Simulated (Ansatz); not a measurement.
Ti:

```
Ti
1.0
    -1.64100    1.64100    1.64100
     1.64100   -1.64100    1.64100
     1.64100    1.64100   -1.64100
Ti
1
Direct
  0.00000 0.00000 0.00000
```

This isn't the form of Ti at room conditions, which is hcp.

A run of Ansatz 0.2.0 on this cell left the log below. Logs are shortened: lines on timing, memory, paths and dates and some standing lists are left out, and cuts for length are marked.

```text
Warning: RAYON_NUM_THREADS=2 ignored (pool sized by the plan → 2); use --threads N
Engine: ansatz 0.2.0, x86_64-unknown-linux-gnu
Pseudopotentials: kind: paw
Pseudopotential: Ti, paw, valence charge 12, recommended cutoff 420 eV (normal), Ti.paw.azcp
Functional definition: PBE
  parameter kappa = 0.804
  parameter beta = 0.06672455060314922
  exchange = pbe_x(kappa = kappa, mu = beta*pi^2/3)
  correlation = pbe_c(beta = beta)
Crystal: 1 atoms, lattice volume = 17.676 Å³
Basis set: ecut = 420 eV, 369 PW (Γ), exchange–correlation on 40×40×40 points (8 copies of the dense FFT grid, shifted against one another)
Bands: 10, of which v1, the nominal top of the filled ones, is band 6 counted from 1 (5 counted from 0)
Symmetry: 48 space group operations
Space group: Im-3m (ITA 229), of the structure as read, at distance tolerance 2.6e-5 Å
k-points: 56 of 1331
Non-local potential: Ti, projectors of the file, l = 0: 3, l = 1: 2, l = 2: 3, l = 3: 1
PAW form: soft (Blöchl's): semilocal exchange-correlation on the pseudo side does not see the compensation charge
PAW one-centre angular grid: Ti, 590 points (default); XC on 64 Gauss nodes
Initial density: superposition of atomic densities (neutral atoms: chi_scale 0, normalization atom), corrected by the library's trained network
Initial wavefunctions: pseudopotential atomic-orbital guess
Functional: x = pbe(κ = 0.804, μ = 0.2195149727645171), c = pbe(β = 0.06672455060314922)
SCF iter   1: F=—  HF=-2499.548016 eV  |F-HF|=—  |Δ(HF+E_count)|=         —  Δρ=3.37e-3  dr2=2.20e-3  ethr=1.77e-3  ⟨swp⟩=4.4  Hψ=2951  notcnv=0
preconditioner: auto → none  [metal: Δε(μ)=0.008 eV  Ē_g=4.042 eV  σ=0.019 eV  W_gap=0.24  n_scr=0 (ndim 8)  ℏωp=17.7 eV  f_vac=0.000  D(μ)=4.89/eV (n_scr^D=86)]
SCF iter   2: F=—  HF=-2499.547549 eV  |F-HF|=—  |Δ(HF+E_count)|=   4.66e-4  Δρ=1.96e-3  dr2=4.24e-4  ethr=1.83e-5  ⟨swp⟩=2.9  Hψ=1456  notcnv=0  defer=13
SCF iter   3: F=—  HF=-2499.547432 eV  |F-HF|=—  |Δ(HF+E_count)|=   1.18e-4  Δρ=6.37e-4  dr2=2.56e-5  ethr=3.53e-6  ⟨swp⟩=3.0  Hψ=1091  notcnv=0  defer=13
SCF iter   4: F=—  HF=-2499.547446 eV  |F-HF|=—  |Δ(HF+E_count)|=   1.43e-5  Δρ=8.51e-5  dr2=3.47e-7  ethr=2.14e-7  ⟨swp⟩=2.0  Hψ=881  notcnv=0  defer=13
iter 5 did not close the SCF: its close was put off for the readings that it lacked (scf_convergence_deferred on its scf_iter line)
SCF iter   5: F=-2499.547446 eV  HF=-2499.547446 eV  |F-HF|=4.99e-8  |Δ(HF+E_count)|=   4.93e-7  Δρ=1.77e-5  dr2=5.94e-8  ethr=2.89e-9  ⟨swp⟩=2.0  Hψ=658  notcnv=0  defer=13
SCF iter   6: F=-2499.547446 eV  HF=-2499.547446 eV  |F-HF|=1.89e-9  |Δ(HF+E_count)|=   1.58e-8  Δρ=3.58e-6  dr2=2.34e-9  ethr=4.95e-10  ⟨swp⟩=2.5  Hψ=1873  notcnv=0
SCF 1 converged in 6 iterations: F = -2499.547446 eV  dr2 = 2.34e-9
  greatest PAW one-centre occupation: 0.999 electrons in one spin orbital (limit 2), on the Ti atom at site 0 (counted from 0), in its partial waves of l = 0
SCF converged after 6 iterations
Free energy (F): -2499.547446 eV
Harris-Foulkes:  -2499.547446 eV  (|F-HF|=1.89e-9)
Internal energy: -2499.546456 eV  (E = F + TS)
E sigma→0 (E₀):  -2499.546951 eV
Entropy (-TS):   -0.000991 eV (-0.991 meV/atom)
Fermi energy:    12.850269 eV
--- Per-component energies (eV) ---
  E_band       = -160.023341
  E_kinetic    = 272.238555
  E_local      = -823.298742  (includes V_loc(G=0)·N_el)
  E_nonlocal   = 8.436294
  E_hartree    = 337.702959
  E_xc         = -97.261606
  E_vxc        = -121.662728  (∫ρ·V_xc dr)
  E_paw        = -1047.740532  (= ΣΔE_a)
  E_vpaw       = -171.144532  (= ΣTr[D̂ρ^β])
  E_aug_tail   = 0.000122  (compensation charges beyond the density's cutoff)
  E_ewald      = -1149.623506
  E_smearing   = -0.000991  (= −TS)
  E_closure    = -0.000000  (closes the sum)
  Σ components = -2499.547446   (vs F -2499.547446, Δ=0.00e0)
--- Forces (eV/Å), atoms counted from 1 ---
  atom   1  Ti    -0.00000000    -0.00000000     0.00000000
  max |Σ_I F_I| component: 7.19e-33 eV/Å
--- Stress (GPa, compression-positive) ---
       -2.883167       0.000000      -0.000000
        0.000000      -2.883167       0.000000
       -0.000000       0.000000      -2.883167
  P = ⅓ Tr σ = -2.8832 GPa (-28.832 kbar)
--- Band table (eV; the first three rows and the last of 56) ---
  k-point 0: bands = ["-43.6469", "-19.5383", "-19.5383", "-19.5383", "6.9634", "13.8458", "13.8458", "13.8458", "15.5705", "15.5705"]
  k-point 1: bands = ["-43.6372", "-19.5910", "-19.5546", "-19.5386", "7.2395", "13.7218", "13.8051", "14.0458", "15.4354", "15.5788"]
  k-point 2: bands = ["-43.6111", "-19.7305", "-19.5981", "-19.5394", "8.0147", "13.4058", "13.5892", "14.6147", "15.2635", "15.6149"]
  k-point 55: bands = ["-43.4402", "-19.9786", "-19.9688", "-19.9688", "10.8799", "10.8919", "16.4582", "16.4582", "16.6498", "20.5331"]
```

Problem. Write the input and the command behind it.

Solution. Single point with PBE, no spin polarisation. The files as run (others can give the same):

input.yaml
```yaml
crystal:
  lattice:
    - [-1.641, 1.641, 1.641]
    - [1.641, -1.641, 1.641]
    - [1.641, 1.641, -1.641]
  atoms:
    - { symbol: Ti, position: [0.0, 0.0, 0.0] }
hamiltonian:
  xc: pbe
  pseudopotentials: { kind: paw }
kpoints:
  mp_grid: { grid: [11, 11, 11] }
scf:
  occupations: { method: gaussian, width: 0.019 }
output:
  forces: true
  stress: true
  eigenvalues: true
```

Potentials or basis: Ansatz PAW.
Command:
```sh
$ ansatz run input.yaml --threads 2 --pin off --max-ram 5632MiB --backend cpu --events-out ev --progress --plain --runs-dir out
```
